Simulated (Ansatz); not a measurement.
## BaS: zone-centre modes

Method: DFT PBE, scalar-relativistic, plane waves, PAW in Ansatz. The runs took a 420 eV cutoff, a Γ-centred 6×6×4 mesh and Gaussian smearing (0.05 eV). No spin polarisation.

The starting cell (relaxed at this level):

```
Ba S
1.0
     0.00000   -3.21439   -3.21439
     0.00000    3.21439   -3.21439
     6.42879    0.00000    0.00000
Ba S
2 2
Direct
  0.50000 0.50000 0.50000
  0.00000 0.00000 0.00000
  0.50000 0.50000 0.00000
  0.00000 0.00000 0.50000
```

Harmonic modes by finite displacements of 0.02 Å, without the LO–TO term. The cell doubles the primitive one, so its zone centre also holds the primitive cell's point q = (0, 1/2, 1/2).

(1) At this geometry, is the structure stable against these modes?

(2) List the wavenumbers in cm⁻¹.

## Answers

(1) Yes: no mode is imaginary beyond 10 cm⁻¹, and only the three translations lie near zero.

(2) 0, 0, 0, 64, 64, 99, 135, 135, 135, 145, 145, 170.

Cost: 1 run of about 0.47 core-minutes, on Arm Neoverse V1 (shared hosts).